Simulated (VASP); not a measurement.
# GaN (Fm-3m) in VASP: settings compared

One crystal, GaN, is run at these levels: r2SCAN, r2SCAN+rVV10; tasks: relaxation of cell and atoms.

Program: VASP 6.6.1. These are calculated values, not measurements. Logs are shortened: lines on timing, memory, paths and dates and some standing lists are left out, and cuts for length are marked.

## (1) The crystal as given

The structure is cubic, space group Fm-3m (No. 225). The conventional cell has a = 4.270 Å, b = 4.270 Å, c = 4.270 Å, α = 90.00°, β = 90.00°, γ = 90.00°. Ga (site symmetry m-3m) is surrounded by 6 N at 2.14 Å. N (site symmetry m-3m) has 6 Ga at 2.14 Å as nearest neighbours.

Measurements of this composition are mostly on another form, of space group No. 186.

## (2) Relaxation of cell and atoms, r2SCAN

File INCAR:

```
SYSTEM = GaN
  ALGO = Normal
  EDIFF = 1E-7
  EDIFFG = -0.005
  ENCUT = 600
  IBRION = 2
  ISIF = 3
  ISMEAR = 0
  LASPH = .True.
  LCHARG = .False.
  LMIXTAU = .True.
  LREAL = .False.
  LWAVE = .False.
  METAGGA = R2SCAN
  NELM = 80
  NSW = 90
  PREC = Accurate
  SIGMA = 0.02
```

File KPOINTS:

```
k-points
0
Gamma
  14 14 14
  0 0 0
```

File POSCAR:

```
GaN
1.0
    0.0000000000      2.1352350000      2.1352350000
    2.1352350000      0.0000000000      2.1352350000
    2.1352350000      2.1352350000      0.0000000000
Ga N
1 1
Direct
    0.0000000000      0.0000000000      0.0000000000
    0.5000000000      0.5000000000      0.5000000000
```

Potentials or basis: VASP PAW PBE potentials, release 64 (Ga_d, N).

On the command line:

```sh
$ cat potpaw_PBE.64/Ga_d/POTCAR potpaw_PBE.64/N/POTCAR > POTCAR
$ mpirun -np 1 vasp_std > vasp.out
```

OUTCAR:

```text
SYSTEM = GaN
   EDIFF = 1E-7
   EDIFFG = -0.005
   ENCUT = 600
   IBRION = 2
   ISIF = 3
   ISMEAR = 0
   LASPH = .True.
   LREAL = .False.
   METAGGA = R2SCAN
   NELM = 80
   NSW = 90
   PREC = Accurate

 ion  position               nearest neighbor table
   1  0.000  0.000  0.000-   2 2.14   2 2.14   2 2.14   2 2.14   2 2.14   2 2.14
   2  0.500  0.500  0.500-   1 2.14   1 2.14   1 2.14   1 2.14   1 2.14   1 2.14

  LATTYP: Found a face centered cubic cell.
 ALAT       =     4.2704700000

  Lattice vectors:

 A1 = (   0.0000000000,   2.1352350000,   2.1352350000)
 A2 = (   2.1352350000,   0.0000000000,   2.1352350000)
 A3 = (   2.1352350000,   2.1352350000,   0.0000000000)

Analysis of symmetry for initial positions (statically):
=====================================================================
 Subroutine PRICEL returns:
 Original cell was already a primitive cell.

 Routine SETGRP: Setting up the symmetry group for a
 face centered cubic supercell.

 Subroutine GETGRP returns: Found 48 space group operations
 (whereof 48 operations were pure point group operations)
 out of a pool of 48 trial point group operations.

The static configuration has the point symmetry O_h .

Analysis of symmetry for dynamics (positions and initial velocities):
=====================================================================
 Subroutine PRICEL returns:
 Original cell was already a primitive cell.

 Routine SETGRP: Setting up the symmetry group for a
 face centered cubic supercell.

 Subroutine GETGRP returns: Found 48 space group operations
 (whereof 48 operations were pure point group operations)
 out of a pool of 48 trial point group operations.

The dynamic configuration has the point symmetry O_h .

 Subroutine INISYM returns: Found 48 space group operations
 (whereof 48 operations are pure point group operations),
 and found     1 'primitive' translations

----------------------------------------------------------------------------------------

                                     Primitive cell

  volume of cell :      19.4700

  direct lattice vectors                    reciprocal lattice vectors
     0.000000000  2.135235000  2.135235000    -0.234166263  0.234166263  0.234166263
     2.135235000  0.000000000  2.135235000     0.234166263 -0.234166263  0.234166263
     2.135235000  2.135235000  0.000000000     0.234166263  0.234166263 -0.234166263

  length of vectors
     3.019678296  3.019678296  3.019678296     0.405587864  0.405587864  0.405587864

  position of ions in fractional coordinates (direct lattice)
     0.000000000  0.000000000  0.000000000
     0.500000000  0.500000000  0.500000000

[... 101 lines left out ...]
   METAGGA = R2SCAN    functional components
   LHFCALC =     F    Hartree Fock is set to
   AEXX    =    0.0000 exact exchange contribution
   IVDW    =     0    specifies the selected vdW correction
   LEPSILON=     F    determine dielectric tensor
   LRPA    =     F    only Hartree local field effects (RPA)
 conjugate gradient relaxation of ions
 non-spin polarized calculation
 Gauss-broadening in eV      SIGMA  =   0.02
  energy-cutoff  :      600.00
  volume of cell :       19.47
 maximum number of plane-waves:       663
   NGX = 13   NGY = 13   NGZ = 13

--------------------------------------- Ionic step        1  -------------------------------------------

 number of electron      18.0000005 magnetization

 Free energy of the ion-electron system (eV)
  ---------------------------------------------------
  ext. energy  EPLUGINS =         0.00000000
  ---------------------------------------------------
  free energy    TOTEN  =       -20.96298065 eV

  energy without entropy =      -20.96298065  energy(sigma->0) =      -20.96298065

------------------------ aborting loop because EDIFF is reached ----------------------------------------

  FORCE on cell =-STRESS in cart. coord.  units (eV):
  Direction    XX          YY          ZZ          XY          YZ          ZX
  --------------------------------------------------------------------------------------
  -------------------------------------------------------------------------------------
  Total       -0.9011040     -0.9011040     -0.9011040      0.0000000      0.0000000     -0.0000000
  in kB      -74.1512493    -74.1512493    -74.1512493      0.0000000      0.0000000     -0.0000000
  external PRESSURE =     -74.1512493 kB  Pullay stress =       0.0000000 kB
[... 95 lines left out ...]
--------------------------------------- Ionic step        4  -------------------------------------------

 number of electron      18.0000009 magnetization

 Free energy of the ion-electron system (eV)
  ---------------------------------------------------
  ext. energy  EPLUGINS =         0.00000000
  ---------------------------------------------------
  free energy    TOTEN  =       -20.97826560 eV

  energy without entropy =      -20.97826560  energy(sigma->0) =      -20.97826560

 E-fermi :   7.8510     XC(G=0): -14.1828

 val. band max:        7.6781082720   @ k =  -0.2143   0.1429   0.0000
 cond. band min:       8.7897224580   @ k =   0.5000   0.5000   0.0000
 fundamental gap:      1.1116141860
 Fermi energy:         7.8510459631

 k-point     1 :       0.0000    0.0000    0.0000
  band No.  band energies     occupation
      1     -10.4025      2.00000
      2      -6.7118      2.00000
      3      -6.7118      2.00000
      4      -6.7118      2.00000
      5      -6.6434      2.00000
      6      -6.6434      2.00000
      7       7.1501      2.00000
      8       7.1501      2.00000
      9       7.1501      2.00000
     10      10.4846      0.00000
     11      23.1352      0.00000
     12      23.1352      0.00000
     13      23.1353      0.00000
[... 354 lines left out ...]
  band No.  band energies     occupation
      1      -9.1360      2.00000
      2      -6.7781      2.00000
      3      -6.7450      2.00000
      4      -6.7024      2.00000
      5      -6.5654      2.00000
      6      -6.5570      2.00000
      7       3.1595      2.00000
      8       6.3633      2.00000
      9       6.6507      2.00000
     10      13.7646      0.00000
     11      17.1001      0.00000
     12      18.6629      0.00000
     13      20.9597      0.00000

 [... further k-points ...]

------------------------ aborting loop because EDIFF is reached ----------------------------------------

  FORCE on cell =-STRESS in cart. coord.  units (eV):
  Direction    XX          YY          ZZ          XY          YZ          ZX
  --------------------------------------------------------------------------------------
  -------------------------------------------------------------------------------------
  Total       -0.0057527     -0.0057527     -0.0057527      0.0000000      0.0000000     -0.0000000
  in kB       -0.4889083     -0.4889083     -0.4889083      0.0000000      0.0000000     -0.0000000
  external PRESSURE =      -0.4889083 kB  Pullay stress =       0.0000000 kB
[... 17 lines left out ...]
  FREE ENERGIE OF THE ION-ELECTRON SYSTEM (eV)
  ---------------------------------------------------
  free  energy   TOTEN  =       -20.9782655958 eV

  energy  without entropy=      -20.9782655958  energy(sigma->0) =      -20.97826560

 reached required accuracy - stopping structural energy minimisation
```

CONTCAR:

```text
GaN
   1.00000000000000
     0.0000000000000000    2.1123963764826290    2.1123963764826290
     2.1123963764826290   -0.0000000000000000    2.1123963764826290
     2.1123963764826290    2.1123963764826290   -0.0000000000000000
  Ga              N
     1     1
Direct
     0.0000000000000000    0.0000000000000000    0.0000000000000000
     0.5000000000000000    0.5000000000000000    0.5000000000000000

  0.00000000E+00  0.00000000E+00  0.00000000E+00
  0.00000000E+00  0.00000000E+00  0.00000000E+00
```

Run time: 3.8 min. Hardware: 1 thread of AMD EPYC 9R45 (Zen 5), shared host; peak memory 0.15 GiB.

Results:

| Item | Value |
| --- | --- |
| Free energy | -20.9783 eV |
| Relaxed volume | 9.43 Å³/atom |
| Relaxed cell | a = 2.987 Å, b = 2.987 Å, c = 2.987 Å, α = 60.00°, β = 60.00°, γ = 60.00° |
| Space group after relaxing (to 0.05 Å) | Fm-3m (No. 225) |
| Energy gained by relaxing | 7.6 meV/atom |
| Ionic steps | 4 |
| Pressure after relaxing | 0.0 GPa |
| Band gap on the k mesh | 1.11 eV, indirect (least direct gap 3.33 eV) |

Step by step:
```tsv
step	energy change (eV)	largest force (eV/Å)	pressure (GPa)	volume (Å³)
1	0.0000	0.0000	-7.42	19.47
2	0.0009	0.0000	8.79	18.23
3	-0.0153	0.0000	0.12	18.84
4	-0.0153	0.0000	-0.05	18.85
```

Final structure:
```xyz
2
Lattice="0.0000 2.1124 2.1124 2.1124 0.0000 2.1124 2.1124 2.1124 0.0000" Properties=species:S:1:pos:R:3 pbc="T T T"
Ga    0.0000    0.0000    0.0000
N     2.1124    2.1124    2.1124
```

Caveat: the PAW data sets were made with another functional, which shifts forces and pressure a little. r2SCAN opens gaps a little over a GGA but as a rule still falls short of measured ones.

## (3) Relaxation of cell and atoms, r2SCAN+rVV10

INCAR: that of step 2 with these lines changed.

```diff
@@ -2,2 +2,4 @@
   ALGO = Normal
+  BPARAM = 11.95
+  CPARAM = 0.0093
   EDIFF = 1E-7
@@ -8,2 +10,3 @@
   ISMEAR = 0
+  IVDW_NL = 2
   LASPH = .True.
@@ -12,2 +15,3 @@
   LREAL = .False.
+  LUSE_VDW = .True.
   LWAVE = .False.
```

KPOINTS is that of step 2.

POSCAR is that of step 2.

Potentials or basis: VASP PAW PBE potentials, release 64 (Ga_d, N).

On the command line:

```sh
$ cat potpaw_PBE.64/Ga_d/POTCAR potpaw_PBE.64/N/POTCAR > POTCAR
$ mpirun -np 1 vasp_std > vasp.out
```

OUTCAR:

```text
SYSTEM = GaN
   BPARAM = 11.95
   EDIFF = 1E-7
   EDIFFG = -0.005
   ENCUT = 600
   IBRION = 2
   ISIF = 3
   ISMEAR = 0
   IVDW_NL = 2
   LASPH = .True.
   LREAL = .False.
   METAGGA = R2SCAN
   NELM = 80
   NSW = 90
   PREC = Accurate

 ion  position               nearest neighbor table
   1  0.000  0.000  0.000-   2 2.14   2 2.14   2 2.14   2 2.14   2 2.14   2 2.14
   2  0.500  0.500  0.500-   1 2.14   1 2.14   1 2.14   1 2.14   1 2.14   1 2.14

  LATTYP: Found a face centered cubic cell.
 ALAT       =     4.2704700000

  Lattice vectors:

 A1 = (   0.0000000000,   2.1352350000,   2.1352350000)
 A2 = (   2.1352350000,   0.0000000000,   2.1352350000)
 A3 = (   2.1352350000,   2.1352350000,   0.0000000000)

Analysis of symmetry for initial positions (statically):
=====================================================================
 Subroutine PRICEL returns:
 Original cell was already a primitive cell.

 Routine SETGRP: Setting up the symmetry group for a
 face centered cubic supercell.

 Subroutine GETGRP returns: Found 48 space group operations
 (whereof 48 operations were pure point group operations)
 out of a pool of 48 trial point group operations.

The static configuration has the point symmetry O_h .

Analysis of symmetry for dynamics (positions and initial velocities):
=====================================================================
 Subroutine PRICEL returns:
 Original cell was already a primitive cell.

 Routine SETGRP: Setting up the symmetry group for a
 face centered cubic supercell.

 Subroutine GETGRP returns: Found 48 space group operations
 (whereof 48 operations were pure point group operations)
 out of a pool of 48 trial point group operations.

The dynamic configuration has the point symmetry O_h .

 Subroutine INISYM returns: Found 48 space group operations
 (whereof 48 operations are pure point group operations),
 and found     1 'primitive' translations
[... 137 lines left out ...]

 number of electron      18.0000005 magnetization

 Free energy of the ion-electron system (eV)
  ---------------------------------------------------
  ext. energy  EPLUGINS =         0.00000000
  ---------------------------------------------------
  free energy    TOTEN  =       -20.51883153 eV

  energy without entropy =      -20.51883153  energy(sigma->0) =      -20.51883153

------------------------ aborting loop because EDIFF is reached ----------------------------------------

  FORCE on cell =-STRESS in cart. coord.  units (eV):
  Direction    XX          YY          ZZ          XY          YZ          ZX
  --------------------------------------------------------------------------------------
  -------------------------------------------------------------------------------------
  Total       -1.0885011     -1.0885011     -1.0885011      0.0000000      0.0000000     -0.0000000
  in kB      -89.5720312    -89.5720312    -89.5720312      0.0000000      0.0000000     -0.0000000
  external PRESSURE =     -89.5720312 kB  Pullay stress =       0.0000000 kB
[... 167 lines left out ...]
--------------------------------------- Ionic step        6  -------------------------------------------

 number of electron      18.0000008 magnetization

 Free energy of the ion-electron system (eV)
  ---------------------------------------------------
  ext. energy  EPLUGINS =         0.00000000
  ---------------------------------------------------
  free energy    TOTEN  =       -20.54092518 eV

  energy without entropy =      -20.54092518  energy(sigma->0) =      -20.54092518

 E-fermi :   7.9239     XC(G=0): -14.2567

 val. band max:        7.7454996286   @ k =  -0.2143   0.1429   0.0000
 cond. band min:       8.8905011952   @ k =   0.5000   0.5000   0.0000
 fundamental gap:      1.1450015666
 Fermi energy:         7.9239172018

 k-point     1 :       0.0000    0.0000    0.0000
  band No.  band energies     occupation
      1     -10.4093      2.00000
      2      -6.6139      2.00000
      3      -6.6139      2.00000
      4      -6.6139      2.00000
      5      -6.5436      2.00000
      6      -6.5436      2.00000
      7       7.2095      2.00000
      8       7.2095      2.00000
      9       7.2095      2.00000
     10      10.6161      0.00000
     11      23.2113      0.00000
     12      23.2113      0.00000
     13      23.2113      0.00000
[... 354 lines left out ...]
  band No.  band energies     occupation
      1      -9.1274      2.00000
      2      -6.6835      2.00000
      3      -6.6516      2.00000
      4      -6.6045      2.00000
      5      -6.4671      2.00000
      6      -6.4556      2.00000
      7       3.2113      2.00000
      8       6.4170      2.00000
      9       6.7094      2.00000
     10      13.8881      0.00000
     11      17.1915      0.00000
     12      18.7289      0.00000
     13      21.0665      0.00000

 [... further k-points ...]

------------------------ aborting loop because EDIFF is reached ----------------------------------------

  FORCE on cell =-STRESS in cart. coord.  units (eV):
  Direction    XX          YY          ZZ          XY          YZ          ZX
  --------------------------------------------------------------------------------------
  -------------------------------------------------------------------------------------
  Total       -0.0087606     -0.0087606     -0.0087606     -0.0000000     -0.0000000      0.0000000
  in kB       -0.7492459     -0.7492459     -0.7492459     -0.0000000     -0.0000000      0.0000000
  external PRESSURE =      -0.7492459 kB  Pullay stress =       0.0000000 kB
[... 17 lines left out ...]
  FREE ENERGIE OF THE ION-ELECTRON SYSTEM (eV)
  ---------------------------------------------------
  free  energy   TOTEN  =       -20.5409251822 eV

  energy  without entropy=      -20.5409251822  energy(sigma->0) =      -20.54092518

 reached required accuracy - stopping structural energy minimisation
```

OSZICAR:

```text
N       E                     dE             d eps       ncg     rms          rms(c)
DAV:   1     0.730318782371E+02    0.73032E+02   -0.10852E+04  2994   0.290E+03
DAV:   2    -0.186167020245E+02   -0.91649E+02   -0.85868E+02  3017   0.379E+02
DAV:   3    -0.250007949572E+02   -0.63841E+01   -0.63297E+01  3084   0.901E+01
[... 68 lines left out ...]
DAV:   2    -0.205409244252E+02   -0.98170E-07   -0.17406E-08  1352   0.429E-03
   5 F= -.20540924E+02 E0= -.20540924E+02  d E =-.295981E-06
       N       E                     dE             d eps       ncg     rms          rms(c)
DAV:   1    -0.205409249878E+02   -0.66073E-06   -0.16186E-06  3249   0.353E-02    0.220E-03
DAV:   2    -0.205409252303E+02   -0.24254E-06   -0.12297E-07  1407   0.122E-02    0.105E-03
DAV:   3    -0.205409251822E+02    0.48133E-07   -0.35494E-08  1352   0.724E-03
   6 F= -.20540925E+02 E0= -.20540925E+02  d E =-.105295E-05
```

CONTCAR:

```text
GaN
   1.00000000000000
    -0.0000000000000000    2.1079626461140899    2.1079626461140899
     2.1079626461140899    0.0000000000000000    2.1079626461140899
     2.1079626461140899    2.1079626461140899    0.0000000000000000
  Ga              N
     1     1
Direct
     0.0000000000000000    0.0000000000000000    0.0000000000000000
     0.5000000000000000    0.5000000000000000    0.5000000000000000

  0.00000000E+00  0.00000000E+00  0.00000000E+00
  0.00000000E+00  0.00000000E+00  0.00000000E+00
```

It took 5 min on 1 thread of AMD EPYC 9R45 (Zen 5), shared host; peak memory 0.22 GiB.

What came out:

```yaml
Free_energy: -20.5409 eV
Relaxed_volume: 9.37 Å³/atom
Relaxed_cell: a = 2.981 Å, b = 2.981 Å, c = 2.981 Å, α = 60.00°, β = 60.00°, γ = 60.00°
Space_group_after_relaxing_to_0.05_Å: Fm-3m (No. 225)
Energy_gained_by_relaxing: 11.0 meV/atom
Ionic_steps: 6
Pressure_after_relaxing: -0.1 GPa
Band_gap_on_the_k_mesh: 1.14 eV, indirect (least direct gap 3.41 eV)
```

Step by step:
| step | energy change (eV) | largest force (eV/Å) | pressure (GPa) | volume (Å³) |
| --- | --- | --- | --- | --- |
| 1 | 0.0000 | 0.0000 | -8.96 | 19.47 |
| 2 | 0.0025 | 0.0000 | 11.07 | 17.98 |
| 3 | -0.0221 | 0.0000 | 0.09 | 18.72 |
| 4 | -0.0221 | 0.0000 | -0.11 | 18.73 |
| 5 | -0.0221 | 0.0000 | -0.12 | 18.73 |
| 6 | -0.0221 | 0.0000 | -0.07 | 18.73 |

Final structure:
```cif
data_structure
_symmetry_space_group_name_H-M 'P 1'
_symmetry_Int_Tables_number 1
_cell_length_a 2.9811
_cell_length_b 2.9811
_cell_length_c 2.9811
_cell_angle_alpha 60.000
_cell_angle_beta 60.000
_cell_angle_gamma 60.000
_cell_volume 18.73
loop_
_atom_site_label
_atom_site_type_symbol
_atom_site_fract_x
_atom_site_fract_y
_atom_site_fract_z
_atom_site_occupancy
Ga1 Ga 0.00000 0.00000 0.00000 1
N1 N 0.50000 0.50000 0.50000 1
```

Levels at points of the mesh, in eV from the valence-band top:
```
           k point  band 7  band 8  band 9  band 10  band 11  band 12
(0.00, 0.00, 0.00)   -0.54   -0.54   -0.54     2.87    15.47    15.47
(0.50, 0.00, 0.00)   -8.41   -0.18   -0.18     5.37     9.84     9.84
(0.50, 0.50, 0.00)   -7.31   -3.16   -3.16     1.14     8.46    13.11
```

Caveat: the PAW data sets were made with another functional, which shifts forces and pressure a little.
